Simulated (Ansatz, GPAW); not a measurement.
Ir: 3 runs at one level of theory

```
Ir
1.0
     0.00000    1.91560    1.91560
     1.91560    0.00000    1.91560
     1.91560    1.91560    0.00000
Ir
1
Cartesian
  0.0000 0.0000 0.0000
```

Alike in all runs: task single point; functional PBE; k mesh 12 × 12 × 12; occupations gaussian, width 0.02 eV; no spin polarisation; no spin-orbit coupling. Pressure is positive in compression and, in plane waves, holds the error of the finite cutoff, which Ansatz's Pulay term estimates and takes out.

```tsv
program and potentials	plane-wave cutoff (eV)	notes	band gap (eV)	pressure (GPa)
Ansatz, Ansatz PAW	420	17 valence electrons an atom on average; Pulay term of +0.09 GPa included	no gap	11.11
Ansatz, all-electron LAPW, scalar-relativistic	-	-	no gap	11.04
GPAW, GPAW PAW data sets (gpaw-data 1.2.1)	600	15 valence electrons an atom on average	no gap	9.81
```

None finds a gap. The pressure spans 9.81 (GPAW, GPAW PAW data sets (gpaw-data 1.2.1)) to 11.11 GPa (Ansatz, Ansatz PAW), with all-electron results at 11.04. The cell lies far from this level's equilibrium.

The functional is the same throughout but for its coding, so the spread measures potentials, basis and numerics; runs on potential files found faulty are left out.
